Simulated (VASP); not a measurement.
# CdS in VASP 6.6.1, single-point calculation

INCAR

```
EDIFF = 1E-7
NSW = 0
SIGMA = 0.02
ISMEAR = -1
ENCUT = 520
LREAL = .FALSE.
ISIF = 2
NBANDS = 16
LCHARG = .FALSE.
IBRION = -1
LWAVE = .FALSE.
GGA = PE
PREC = Single
NELM = 95
LASPH = .TRUE.
```

KPOINTS

```
KPOINTS created by Atomic Simulation Environment
0
Gamma
8 8 8
0 0 0
```

POSCAR

```
Cd S
 1.0000000000000000
     0.0000000000000000    2.9098226945999999    2.9816746224999999
     2.9098226945999999    0.0000000000000000    2.9816746224999999
     2.9098226945999999    2.9098226945999999    0.0000000000000000
 Cd  S
   1   1
Cartesian
  0.0000000000000000  0.0000000000000000  0.0000000000000000
  1.4549113472999999  1.4549113472999999  1.4908373112500000
```

The recommended PBE PAW datasets give the neutral cell 18 valence electrons.

Command

```
mpirun -np 1 vasp_std
```

Q: Predict the outcome of this run.

A: It converged. Results: gap between bands v and c on the k mesh 1.09 eV; least direct gap on the k mesh 1.09 eV; pressure 2.0 GPa. Band v is the last that the valence electrons fill when counted band by band, and c is the next.

OSZICAR

```
N       E                     dE             d eps       ncg     rms          rms(c)
DAV:   1     0.109820866164E+03    0.10982E+03   -0.91333E+03  1920   0.103E+03
DAV:   2    -0.238302251782E+01   -0.11220E+03   -0.10593E+03  2304   0.255E+02
DAV:   3    -0.665604048206E+01   -0.42730E+01   -0.42651E+01  2360   0.519E+01
DAV:   4    -0.668180838868E+01   -0.25768E-01   -0.25765E-01  2392   0.395E+00
DAV:   5    -0.668215439847E+01   -0.34601E-03   -0.34601E-03  2368   0.434E-01    0.781E+00
DAV:   6    -0.615326704375E+01    0.52889E+00   -0.84753E-01  2824   0.114E+01    0.632E+00
DAV:   7    -0.613454040375E+01    0.18727E-01   -0.19367E-01  2424   0.301E+00    0.310E+00
DAV:   8    -0.613480280264E+01   -0.26240E-03   -0.17445E-02  2264   0.166E+00    0.295E-01
DAV:   9    -0.613473413461E+01    0.68668E-04   -0.20338E-03  2376   0.657E-01    0.587E-02
DAV:  10    -0.613486282093E+01   -0.12869E-03   -0.24479E-04  2352   0.156E-01    0.684E-02
DAV:  11    -0.613494703810E+01   -0.84217E-04   -0.13559E-04  2232   0.912E-02    0.238E-02
DAV:  12    -0.613493881083E+01    0.82273E-05   -0.24670E-05  2600   0.633E-02    0.101E-02
DAV:  13    -0.613494006829E+01   -0.12575E-05   -0.39681E-06  2336   0.117E-02    0.101E-02
DAV:  14    -0.613493976635E+01    0.30194E-06   -0.29539E-07  2576   0.320E-03    0.508E-03
DAV:  15    -0.613493975019E+01    0.16162E-07   -0.35504E-08  1536   0.120E-03
   1 F= -.61349398E+01 E0= -.61349398E+01  d E =-.146899E-10
```

For comparison, a separate PBE run of the intended cell, on usual settings and not on those above, gives a gap of 1.09 eV on its mesh and a pressure of 2.0 GPa.
